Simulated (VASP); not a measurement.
**SnO in VASP 6.6.1, single-point calculation**

INCAR

```
LWAVE = .FALSE.
ISIF = 2
ISMEAR = -1
PREC = Accurate
NELM = 77
IBRION = -1
SIGMA = 0.02
GGA = PE
EDIFF = 1E-7
NSW = 0
NBANDS = 17
ENCUT = 520
LCHARG = .FALSE.
LREAL = .FALSE.
MAGMOM = 1
ISPIN = 2
LASPH = .TRUE.
```

KPOINTS

```
KPOINTS created by Atomic Simulation Environment
0
Gamma
8 8 8
0 0 0
```

POSCAR

```
Sn O
 1.0000000000000000
    -0.0278043378000000    2.6804103799000001    2.6804103799000001
     2.6804103799000001   -0.0278043378000000    2.6804103799000001
     2.6804103799000001    2.6804103799000001   -0.0278043378000000
 Sn  O
   1   1
Cartesian
 -0.0124362360378625 -0.0124362360378626 -0.0124362360378626
  1.3456903415378623  1.3456903415378623  1.3456903415378620
```

The recommended PBE PAW datasets give the neutral cell 20 valence electrons.

Command

```
mpirun -np 1 vasp_std
```

Standard output (part)

```
POSCAR found type information on POSCAR SnO
 POSCAR found :  2 types and       2 ions
|     EEEEEEE  RRRRRR   RRRRRR   OOOOOOO  RRRRRR      ###     ###     ###     |
|     E        R     R  R     R  O     O  R     R     ###     ###     ###     |
|     E        R     R  R     R  O     O  R     R     ###     ###     ###     |
|     EEEEE    RRRRRR   RRRRRR   O     O  RRRRRR       #       #       #      |
|     E        R    R   R    R   O     O  R    R      ###     ###     ###     |
|     EEEEEEE  R     R  R     R  OOOOOOO  R     R     ###     ###     ###     |
|     ERROR: You have set 1 value(s) for MAGMOM; however for                  |
|     spin-polarized calculations (ISPIN=2), MAGMOM has to be a list of       |
|     NIONS values. NIONS=2 in your calculation.                              |
|       ---->  I REFUSE TO CONTINUE WITH THIS SICK JOB ... BYE!!! <----       |
```

VASP stopped before the first electronic step.

The fault: too few starting moments.

The run took about 0.8 s on one core of a shared host (Intel Xeon Platinum 8488C).
